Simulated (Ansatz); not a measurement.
ZnS (P6_3mc), random displacements

Computed with DFT PBE, scalar-relativistic, plane waves, PAW in Ansatz 0.2.0. Settings: plane waves to 420 eV, k-mesh 12×12×4 (Γ-centred), Gaussian smearing 0.05 eV. No spin polarisation. Energies are free energies at this smearing, counted from the undisturbed cell; pressure is positive in compression.

The starting cell (as given, not relaxed at this level):

```yaml
crystal:
  lattice:
    - [3.82270, 0.00000, 0.00000]
    - [-1.91135, 3.31056, 0.00000]
    - [0.00000, 0.00000, 12.52000]
  atoms:
    - { symbol: Zn, position: [0.00000, 0.00000, 0.00000] }
    - { symbol: Zn, position: [0.00000, 0.00000, 0.50000] }
    - { symbol: Zn, position: [0.33333, 0.66667, 0.25000] }
    - { symbol: Zn, position: [0.66667, 0.33333, 0.75000] }
    - { symbol: S, position: [0.00000, 0.00000, 0.18750] }
    - { symbol: S, position: [0.00000, 0.00000, 0.68750] }
    - { symbol: S, position: [0.33333, 0.66667, 0.43750] }
    - { symbol: S, position: [0.66667, 0.33333, 0.93750] }
```

The atoms are displaced (Å, in the unstrained cell):

| atom | ux | uy | uz |
| --- | --- | --- | --- |
| Zn1 | 0.160 | 0.325 | 0.560 |
| Zn2 | -0.189 | -0.237 | -0.292 |
| Zn3 | 0.253 | -0.119 | 0.026 |
| Zn4 | -0.118 | -0.003 | -0.322 |
| S5 | -0.133 | 0.172 | -0.065 |
| S6 | -0.323 | 0.062 | -0.226 |
| S7 | -0.042 | -0.185 | 0.041 |
| S8 | 0.391 | -0.015 | 0.279 |

Strain (Voigt, engineering shear): (-0.0755, 0.0195, -0.0292, 0.1010, 0.0387, -0.0073).

(1) What are the energy change, the stress and the forces?

## Answers

(1) ΔE = 894.4 meV/atom; stress (xx, yy, zz, yz, xz, xy; compression positive) (24.24, 9.74, 43.66, -4.55, -3.81, 0.25) GPa; gap on the mesh 1.01 eV.
```csv
atom,Fx (eV/Å),Fy,Fz
Zn1,5.26,-0.62,-17.69
Zn2,1.98,1.65,1.50
Zn3,-1.78,-0.50,0.60
Zn4,-2.32,1.64,2.06
S5,-0.52,-0.56,18.62
S6,2.65,-2.01,-0.40
S7,-2.05,-1.43,-1.36
S8,-3.22,1.83,-3.33
```

Cost: 1 run of about 3.9 core-minutes, on Arm Neoverse V1 (shared hosts).